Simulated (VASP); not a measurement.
# HgSe: relaxation of cell and atoms with vdW-DF-cx

The system is HgSe.

```xyz
2
Lattice="0.0000 3.0390 3.0390 3.0390 0.0000 3.0390 3.0390 3.0390 0.0000" Properties=species:S:1:pos:R:3 pbc="T T T"
Hg    0.0000    0.0000    0.0000
Se    4.5585    4.5585    4.5585
```

```yaml
Program: VASP 6.6.1
Task: relaxation of cell and atoms
Functional: vdW-DF-cx
Potentials_or_basis: VASP PAW PBE potentials, release 64 (Hg, Se)
Cutoff: 600 eV
k_mesh: 8 × 8 × 8
Occupations: fermi-dirac, width 0.05 eV
Spin: no spin polarisation
Further_INCAR_settings: ALGO = Normal; EDIFF = 1e-06; IBRION = 2; EDIFFG = -0.01; NSW = 60; ISIF = 3
```

```yaml
Relaxed_volume: 29.44 Å³/atom
Relaxed_cell: a = 4.367 Å, b = 4.367 Å, c = 4.367 Å, α = 60.00°, β = 60.00°, γ = 60.00°
Space_group_after_relaxing_to_0.05_Å: F-43m (No. 216)
Energy_gained_by_relaxing: 10.9 meV/atom
Ionic_steps: 3
Pressure_after_relaxing: 0.0 GPa
Band_gap_on_the_k_mesh: none (metal or under the smearing width)
```

Step by step:
| step | energy change (eV) | largest force (eV/Å) | pressure (GPa) | volume (Å³) |
| --- | --- | --- | --- | --- |
| 1 | 0.0000 | 0.0000 | 2.66 | 56.13 |
| 2 | -0.0185 | 0.0000 | -0.89 | 60.01 |
| 3 | -0.0217 | 0.0000 | 0.00 | 58.88 |

Final structure:
```cif
data_structure
_symmetry_space_group_name_H-M 'P 1'
_symmetry_Int_Tables_number 1
_cell_length_a 4.3667
_cell_length_b 4.3667
_cell_length_c 4.3667
_cell_angle_alpha 60.000
_cell_angle_beta 60.000
_cell_angle_gamma 60.000
_cell_volume 58.88
loop_
_atom_site_label
_atom_site_type_symbol
_atom_site_fract_x
_atom_site_fract_y
_atom_site_fract_z
_atom_site_occupancy
Hg1 Hg 0.00000 0.00000 0.00000 1
Se1 Se 0.75000 0.75000 0.75000 1
```

Levels at points of the mesh, in eV from the Fermi level:
```tsv
k point	band 6	band 7	band 8	band 9	band 10	band 11	band 12	band 13
(0.00, 0.00, 0.00)	-6.29	-1.15	-0.06	-0.06	-0.06	5.43	5.43	5.43
(0.50, 0.00, 0.00)	-6.01	-5.30	-0.95	-0.95	0.97	6.15	6.15	6.77
(0.50, 0.50, 0.00)	-5.97	-4.95	-2.19	-2.19	2.62	2.95	8.23	9.49
```

It took 3.9 min on 1 thread of Intel(R) Xeon(R) Platinum 8259CL CPU @ 2.50GHz (Skylake/Cascade Lake), on a shared host, peak memory 0.47 GiB.

Caveat: the PAW data sets were made with another functional, which shifts forces and pressure a little. Zero-point motion and thermal expansion aren't in these numbers.
